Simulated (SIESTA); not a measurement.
# BaTiO3 under changes of volume

One of the cells (12.840 Å³/atom); the others are scaled copies at fixed shape and fractional positions:

```xyz
5
Lattice="2.8274 1.6324 2.3184 -2.8274 1.6324 2.3184 0.0000 -3.2648 2.3184" Properties=species:S:1:pos:R:3 pbc="T T T"
Ba    0.0000    0.0000    0.0000
Ti    0.0000    0.0000    3.3698
O     1.3885   -0.8017    2.3988
O    -1.3885   -0.8017    2.3988
O     0.0000    1.6033    2.3988
```

- Program: SIESTA 5.4.2
- Functional: LDA
- Potentials or basis: PseudoDojo 0.4 standard (LDA files)
- Basis: DZP (energy shift 0.003 Ry; two zetas on semicore shells; d shell added on Ba)
- Grid cutoff: 800 Ry
- Energy shift: 0.003 Ry
- k mesh: 5 × 5 × 5
- Occupations: fermi-dirac, width 0.05 eV
- Spin: no spin polarisation

```tsv
volume (Å³/atom)	energy over the lowest point (meV/atom)	pressure (GPa)	gap on the mesh (eV)	largest force (eV/Å)
12.070	12.91	8.5	2.54	0.814
12.327	3.03	4.0	2.49	0.573
12.583	0.00	-0.1	2.44	0.343
12.840	3.13	-3.7	2.38	0.126
13.097	?	?	?	?
13.354	25.24	-9.8	2.28	0.273
13.611	43.07	-12.4	2.23	0.451
```

**Question.** What does the run at 13.097 Å³/atom give?

**Answer.** Energy over the lowest point 11.76 meV/atom; pressure -7.0 GPa; gap on the mesh 2.33 eV; largest force 0.130 eV/Å.

Worked out: A Birch-Murnaghan fit of order 3 (a polynomial in V^(-2/3)) to the other rows has its minimum at 12.58 Å³/atom with B0 = V·E''(V) = 188 GPa and B' = 4.6 at fixed shape and positions, which overstates the stiffness. It gives 11.74 meV/atom at 13.097 Å³/atom, against the run's 11.76, and -dE/dV = -6.9 GPa, against -7.0. A straight line through the other rows of the gap, of slope -2.6 eV per unit of ln V, gives 2.33 eV, against the run's 2.33.

Energies are extrapolated to zero smearing.

Caveats: this set's barium file shifts pressures by up to 1 GPa against other sets; spin-orbit coupling is left out, which moves the levels of the heavy elements; an odd mesh through Γ misses points on the zone boundary, where band edges often lie; the basis of atomic orbitals isn't converged, which shifts pressures, moduli and gaps.
